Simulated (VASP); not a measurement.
**AlN: accuracy against cost in the k-mesh and PAW data sets**

How sensitive are energy, pressure and forces of AlN to the k-mesh and PAW data sets? The atoms are off their equilibrium sites, so that forces can be compared too. The series runs use r2SCAN. The k-mesh tried: 2 2 2; 3 3 2; 4 4 3; 6 6 3; 7 7 4; 10 10 6; 12 12 7; 15 15 8. The PAW data sets tried: minimal 64: Al N; recommended 54: Al N; gw 64: Al_GW N_GW; hard 64: Al N_h; soft 64: Al N_s. The atoms of the start are displaced at random from the sites of a P6_3mc cell.

Calculated with VASP 6.6.1; r2SCAN; plane waves and PAW (Al, N), in the first sound run; inputs show where later runs differ.

Most raw output is cut from this account.

The database entry behind the starting cell differs from later determinations by our own check (inner coordinate u about 0.002 short), so it need not match the best structure at ambient conditions.

## (1) The structure

Symmetry: P1, No. 1, triclinic system. The conventional cell has a = 3.113 Å, b = 3.113 Å, c = 4.981 Å, α = 90.00°, β = 90.00°, γ = 120.00°. Al has 4 N at 1.83 to 1.92 Å nearest. Nearest to Al lie 4 N at 1.86 to 1.96 Å. Nearest to N lie 4 Al at 1.83 to 1.96 Å. Nearest to N lie 4 Al at 1.89 to 1.92 Å. Farther neighbours and most contacts between anions are not listed.

## (2) K-mesh: 2 2 2

The sum over the zone converges with the mesh, fast for insulators and slowly for metals. r2SCAN adds the kinetic-energy density, costs more than a GGA and is run with LASPH.

INCAR

```
SYSTEM = AlN
PREC = Accurate
ENCUT = 520
EDIFF = 1E-06
NELM = 100
ISMEAR = -1
SIGMA = 0.05
LREAL = .FALSE.
ALGO = Normal
METAGGA = R2SCAN
LASPH = .TRUE.
NBANDS = 14
LORBIT = 11
LWAVE = .FALSE.
LCHARG = .FALSE.
NCORE = 4
ISIF = 2
```

POSCAR

```
AlN
1.0
    3.1130000000      0.0000000000      0.0000000000
   -1.5565000000      2.6959370820      0.0000000000
    0.0000000000      0.0000000000      4.9810000000
Al N
2 2
Direct
    0.3315550000      0.6708300000      0.0017330000
    0.6592350000      0.3370520000      0.4938710000
    0.3073240000      0.6497040000      0.3687530000
    0.6602270000      0.3297780000      0.8751070000
```

KPOINTS

```
Automatic mesh
0
Gamma
2 2 2
0 0 0
```

PAW data sets: Al and N (PBE family, release 64).

On the command line:

```
$ mpirun -np 4 vasp_std
```

Elapsed: 6 s, on 4 MPI ranks of AMD EPYC 7R43, shared host; peak memory 0.31 GiB; 21 s of CPU time.

The gap is read on the k-mesh alone, so it is an upper bound where the band edges lie off the mesh. The PAW data sets were made with PBE, which is usual practice but a small mismatch for other functionals.

Numbers from this step:

```
SCF cycles                     : 12
electrons                      : 16
bands                          : 14
irreducible k-points           : 8
symmetry operations            : 1
free energy (TOTEN)            : -37.18 eV
Fermi energy                   : 7.190 eV
pressure                       : 0.6427 GPa
metallic                       : no
valence top at k               : 0, 0, 0
conduction bottom at k         : 0, 0, 0
least direct gap at k          : 0, 0, 0
gap on the k-mesh              : 4.828 eV
least direct gap on the k-mesh : 4.828 eV
```

The series starts at -9.2940 eV an atom and 0.64 GPa, after 12 cycles in 6 s.

## (3) K-mesh: 3 3 2

Edit INCAR of step 2 so:

```diff
@@ -15,3 +15,4 @@
 LCHARG = .FALSE.
-NCORE = 4
+KPAR = 2
+NCORE = 2
 ISIF = 2
```

POSCAR is that of step 2.

KPOINTS

```
Automatic mesh
0
Gamma
3 3 2
0 0 0
```

On the command line:

```
$ mpirun -np 4 vasp_std
```

The job ended after 7.6 s (4 MPI ranks; peak memory 0.41 GiB).

Against the run before the energy moves by -258.19 meV an atom and the pressure by -1.14 GPa, after 13 cycles in 7.6 s.

## (4) K-mesh: 4 4 3

Edit INCAR of step 3 so:

```diff
@@ -15,4 +15,3 @@
 LCHARG = .FALSE.
-KPAR = 2
-NCORE = 2
+KPAR = 4
 ISIF = 2
```

POSCAR is that of step 3.

KPOINTS

```
Automatic mesh
0
Gamma
4 4 3
0 0 0
```

On the command line:

```
$ mpirun -np 4 vasp_std
```

Elapsed: 18 s, on 4 MPI ranks; peak memory 0.52 GiB.

Against the run before the energy moves by -35.81 meV an atom and the pressure by -0.12 GPa, after 13 cycles in 18 s.

## (5) K-mesh: 6 6 3

INCAR is that of step 4.

POSCAR is that of step 4.

KPOINTS

```
Automatic mesh
0
Gamma
6 6 3
0 0 0
```

On the command line:

```
$ mpirun -np 4 vasp_std
```

Wall time 32 s (4 MPI ranks); peak memory 0.57 GiB.

Against the run before the energy moves by -6.75 meV an atom while the pressure stays within 0.01 GPa, after 13 cycles in 32 s.

## (6) K-mesh: 7 7 4

INCAR is that of step 5.

POSCAR is that of step 5.

KPOINTS

```
Automatic mesh
0
Gamma
7 7 4
0 0 0
```

On the command line:

```
$ mpirun -np 4 vasp_std
```

Run time: 54 s. Hardware: 4 MPI ranks; peak memory 0.61 GiB.

Against the run before the energy moves by -0.53 meV an atom while the pressure stays within 0.01 GPa, after 13 cycles in 54 s.

## (7) K-mesh: 10 10 6

INCAR is that of step 6.

POSCAR is that of step 6.

KPOINTS

```
Automatic mesh
0
Gamma
10 10 6
0 0 0
```

On the command line:

```
$ mpirun -np 4 vasp_std
```

Wall time 2.8 min (4 MPI ranks); peak memory 0.98 GiB; 11 min of CPU time.

Against the run before the energy moves by -0.05 meV an atom while the pressure stays within 0.01 GPa, after 13 cycles in 2.8 min.

## (8) K-mesh: 12 12 7

INCAR is that of step 7.

POSCAR is that of step 7.

KPOINTS

```
Automatic mesh
0
Gamma
12 12 7
0 0 0
```

On the command line:

```
$ mpirun -np 4 vasp_std
```

It took 4.5 min on 4 MPI ranks; peak memory 1.3 GiB.

Against the run before the energy stays within 0.01 meV an atom and the pressure within 0.01 GPa, after 13 cycles in 4.5 min.

## (9) K-mesh: 15 15 8

INCAR is that of step 8.

POSCAR is that of step 8.

KPOINTS

```
Automatic mesh
0
Gamma
15 15 8
0 0 0
```

On the command line:

```
$ mpirun -np 4 vasp_std
```

It took 7.9 min on 4 MPI ranks; peak memory 2 GiB.

Against the run before the energy stays within 0.01 meV an atom and the pressure within 0.01 GPa, after 13 cycles in 7.9 min.

## (10) The k-mesh series as a table

This step: convergence of r2SCAN results with the mesh; plane waves and PAW (VASP 6.6.1).

No new run; the numbers come from the runs before.

Differences are taken from the run with 15 15 8. Results of the series, by row:

```tsv
setting	status	energy less the reference (meV/atom)	pressure (GPa)	largest force difference (meV/Å)	gap (eV)	SCF cycles	wall time (s)
2 2 2	converged	301.3	0.6427	390.7	4.828	12	6
3 3 2	converged	43.15	-0.4974	75.09	4.898	13	7.6
4 4 3	converged	7.331	-0.6206	16.67	4.915	13	17.8
6 6 3	converged	0.5828	-0.6214	0.454	4.92	13	32
7 7 4	converged	0.05622	-0.6226	0.245	4.92	13	54
10 10 6	converged	0.001942	-0.6219	0.01	4.92	13	165
12 12 7	converged	-0.001538	-0.6222	0.013	4.92	13	272.1
15 15 8	converged	0	-0.6234	0	4.92	13	471.1
```

## (11) PAW data sets: minimal 64: Al N

This step: r2SCAN; plane waves and PAW (Al, N) (VASP 6.6.1).

Data sets differ in which electrons are valence and how hard the partial waves are.

INCAR is that of step 9.

POSCAR is that of step 9.

KPOINTS

```
Automatic mesh
0
Gamma
7 7 4
0 0 0
```

On the command line:

```
$ mpirun -np 4 vasp_std
```

Run time: 61 s. Hardware: 4 MPI ranks; peak memory 0.61 GiB.

Numbers from this step:

```yaml
irreducible_k_points: 99
fermi_energy: 6.867 eV
pressure: -0.6226 GPa
```

The series starts at -9.5953 eV an atom and -0.62 GPa, after 13 cycles in 61 s.

## (12) PAW data sets: recommended 54: Al N

INCAR is that of step 11.

POSCAR is that of step 11.

KPOINTS is that of step 11.

The projector-augmented-wave data sets are Al and N (PBE family, release 54).

On the command line:

```
$ mpirun -np 4 vasp_std
```

The job ended after 60 s (4 MPI ranks; peak memory 0.66 GiB).

With 16 valence electrons the pressure is -0.62 GPa, +0.00 GPa from the first of the series, after 13 cycles in 60 s.

## (13) PAW data sets: GW 64: Al GW N GW

This step: r2SCAN; plane waves and PAW (Al_GW, N_GW) (VASP 6.6.1).

Edit INCAR of step 12 so:

```diff
@@ -2,3 +2,3 @@
 PREC = Accurate
-ENCUT = 520
+ENCUT = 550
 EDIFF = 1E-06
```

POSCAR is that of step 12.

KPOINTS is that of step 12.

The projector-augmented-wave data sets are Al_GW and N_GW (PBE family, release 64).

On the command line:

```
$ mpirun -np 4 vasp_std
```

The job ended after 59 s (4 MPI ranks; peak memory 0.69 GiB; 3.9 min of CPU time).

A gap read on the k-mesh alone can miss the band edges.

With 16 valence electrons the pressure is -0.79 GPa, -0.17 GPa from the first of the series, after 12 cycles in 59 s.

## (14) PAW data sets: hard 64: Al N h

This step: r2SCAN; plane waves and PAW (Al, N_h) (VASP 6.6.1).

Edit INCAR of step 13 so:

```diff
@@ -2,3 +2,3 @@
 PREC = Accurate
-ENCUT = 550
+ENCUT = 990
 EDIFF = 1E-06
```

POSCAR is that of step 13.

KPOINTS is that of step 13.

The projector-augmented-wave data sets are Al and N_h (PBE family, release 64).

On the command line:

```
$ mpirun -np 4 vasp_std
```

Wall time 2.5 min (4 MPI ranks); peak memory 1.2 GiB.

With 16 valence electrons the pressure is -0.64 GPa, -0.01 GPa from the first of the series, after 14 cycles in 2.5 min.

## (15) PAW data sets: soft 64: Al N s

This step: r2SCAN; plane waves and PAW (Al, N_s) (VASP 6.6.1).

Edit INCAR of step 14 so:

```diff
@@ -2,3 +2,3 @@
 PREC = Accurate
-ENCUT = 990
+ENCUT = 400
 EDIFF = 1E-06
```

POSCAR is that of step 14.

KPOINTS is that of step 14.

The projector-augmented-wave data sets are Al and N_s (PBE family, release 64).

On the command line:

```
$ mpirun -np 4 vasp_std
```

Elapsed: 38 s, on 4 MPI ranks; peak memory 0.5 GiB.

With 16 valence electrons the pressure is -0.93 GPa, -0.30 GPa from the first of the series, after 16 cycles in 38 s.

## (16) The PAW data sets series as a table

This step: convergence of r2SCAN results with the datasets; plane waves and PAW (VASP 6.6.1).

Derived from the runs above.

Differences are taken from the run with minimal 64: Al N. Results of the series, by row:

```tsv
setting	status	pressure (GPa)	largest force difference (meV/Å)	gap (eV)	SCF cycles	wall time (s)
minimal 64: Al N, 520 eV	converged	-0.6226	0	4.92	13	61
recommended 54: Al N, 520 eV	converged	-0.6226	0	4.92	13	60
gw 64: Al_GW N_GW, 550 eV	converged	-0.7903	9.033	4.899	12	59
hard 64: Al N_h, 990 eV	converged	-0.6372	7.224	4.917	14	147
soft 64: Al N_s, 400 eV	converged	-0.9253	7.644	4.926	16	38
```

## (17) What came out

| Property | Result |
| --- | --- |
| k-mesh from which the energy stays within 10 meV/atom of the reference | 4 4 3 |
| k-mesh from which the energy stays within 1 meV/atom of the reference | 6 6 3 |
| k-mesh from which the pressure stays within 0.2 GPa of the reference | 3 3 2 |
| spread of the pressure over the k-mesh | 1.27 GPa |
| spread of the energy over the k-mesh | 301 meV/atom |
| spread of the pressure over the PAW data sets | 0.303 GPa |

In words: From 6 6 3 on, the energy stays within 1 meV an atom of the reference, at 6.8 % of its time. The pressure holds within 0.2 GPa from 3 3 2 on. The choice of data set moves the pressure between -0.93 GPa (soft 64: Al N_s) and -0.62 GPa (minimal 64: Al N); the cutoffs differ too (400, 520, 550 and 990 eV). The gap moves by up to 0.03 eV. Differences are taken from the run with 15 15 8, which is itself not the exact limit. Data sets differ in their zero of energy, so energies are not compared. The runs at 2 2 2; 3 3 2 are over 30 meV an atom or 2 GPa off and describe the material poorly.

[Lines on the potential files, build, host, timing and source positions are cut from VASP's logs without a mark.]

[Logs are printed without paths, hosts, clocks, repeated set-up lines and the standing remarks that a program may print on its own settings, such as how far it seeks lower states.]

[Hosts, paths, dates, database ids (printed as entryN), source tags and the programs' standing remarks are cut or masked in the printed files.]

[A measured line is paired with the nearest computed mode of its activity, which favours agreement.]

[In band tables of VASP the shares of atoms and orbitals are scaled to a sum of 1 inside the atoms' spheres.]
